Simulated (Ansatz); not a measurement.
**Property card for SiO2**

Computed with Ansatz 0.2.0, DFT PBE, scalar-relativistic, plane waves, PAW.

Cutoff 420 eV; k points 6×6×6 on the computed 9-atom cell (Γ-centred); Gaussian smearing, width 0.02 eV; no spin polarisation.

The structure is relaxed at this level of theory with its symmetry kept, and needn't be the ground state of this composition.

```cif
data_structure
_symmetry_space_group_name_H-M 'Cmmm'
_symmetry_Int_Tables_number 65
_cell_length_a 5.3080
_cell_length_b 12.0067
_cell_length_c 5.0277
_cell_angle_alpha 90.000
_cell_angle_beta 90.000
_cell_angle_gamma 90.000
_cell_volume 320.42
loop_
_atom_site_label
_atom_site_type_symbol
_atom_site_symmetry_multiplicity
_atom_site_Wyckoff_symbol
_atom_site_fract_x
_atom_site_fract_y
_atom_site_fract_z
_atom_site_occupancy
Si1 Si 4 j 0.00000 0.32700 0.50000 1
Si2 Si 2 b 0.50000 0.00000 0.00000 1
O1 O 4 f 0.25000 0.25000 0.50000 1
O2 O 8 n 0.00000 0.40102 0.23121 1
```

Question: Formation energy from the elements' standard states (uncorrected)?

Answer: -2.438 eV/atom.

Question: Kohn–Sham band gap?

Answer: 2.71 eV.

Question: Orbital (Löwdin) character of the top 1 eV of the valence band?

Answer: O 2p 97 %.

Question: Orbital (Löwdin) character of the lowest 1 eV of the conduction band?

Answer: Si 3s 40 %, Si 3p 16 %, O 2s 13 %, O 2p 11 %, unprojected 21 %.

Question: Bader charge by site (e)?

Answer: Si (2 in the cell) 3.31, Si (1 in the cell) 3.22, O (2 in the cell) -1.66, O (4 in the cell) -1.63.

Another cell of SiO2 relaxed alike, in P4_2/mcm, lies 151 meV/atom lower, so this cell isn't the stable form at this level.

The cell was found from a structure generator's guess, not taken from experiment. Kohn–Sham gaps at this level usually fall short of measured ones. Löwdin shares on free-atom orbitals overweight diffuse shells in the empty bands.
